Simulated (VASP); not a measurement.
A run of VASP 6.6.1 is set up as follows.

Contents of INCAR:

```
PREC = Accurate ; ENCUT = 600
EDIFF = 1E-6 ; ISMEAR = -1
SIGMA = 0.05 ; LREAL = F
LASPH = T ; NELM = 80
ALGO = Normal ; ISIF = 3
LWAVE = F ; LCHARG = F
IBRION = 2 ; NSW = 40
EDIFFG = -0.005
```

Contents of KPOINTS:

```
Automatic mesh
0
Gamma
  10 10 3
```

File POSCAR:

```
MoS2
1.0
    3.1690000000      0.0000000000      0.0000000000
   -1.5845000000      2.7444345046      0.0000000000
    0.0000000000      0.0000000000     12.3240000000
Mo S
2 4
Direct
    0.6666666667      0.3333333333      0.7500000000
    0.3333333333      0.6666666667      0.2500000000
    0.6666666667      0.3333333333      0.3770000000
    0.3333333333      0.6666666667      0.8770000000
    0.6666666667      0.3333333333      0.1230000000
    0.3333333333      0.6666666667      0.6230000000
```

Potentials or basis: VASP PAW LDA potentials, release 64 (Mo_sv, S).

Run with:

```sh
$ cat potpaw_LDA.64/Mo_sv/POTCAR potpaw_LDA.64/S/POTCAR > POTCAR
$ mpirun -np 1 vasp_std > vasp.out
```

Question: Predict the relaxed volume.

Answer: 17.00 Å³/atom.

Question: What does it give for the space group after relaxing (to 0.05 Å)?

Answer: P6_3/mmc (No. 194).

Step by step:
| step | energy change (eV) | largest force (eV/Å) | pressure (GPa) | volume (Å³) |
| --- | --- | --- | --- | --- |
| 1 | 0.0000 | 0.4652 | -5.54 | 107.18 |
| 2 | 0.2139 | 1.6292 | 12.97 | 97.88 |
| 3 | -0.0641 | 0.1483 | -0.35 | 104.03 |
| 4 | -0.0642 | 0.1605 | -0.24 | 103.97 |
| 5 | -0.0691 | 0.0353 | -0.09 | 103.40 |
| 6 | -0.0691 | 0.0364 | -0.06 | 103.40 |
| 7 | -0.0691 | 0.0385 | -0.06 | 103.41 |
| 8 | -0.0696 | 0.0337 | -0.10 | 103.31 |
| 9 | -0.0709 | 0.0206 | -0.11 | 102.98 |
| 10 | -0.0722 | 0.0063 | -0.17 | 102.32 |
| 11 | -0.0723 | 0.0161 | -0.17 | 102.09 |
| 12 | -0.0691 | 0.1386 | 1.32 | 101.12 |
| 13 | -0.0723 | 0.0021 | 0.00 | 101.98 |

 LDA usually gives volumes a few per cent too small.
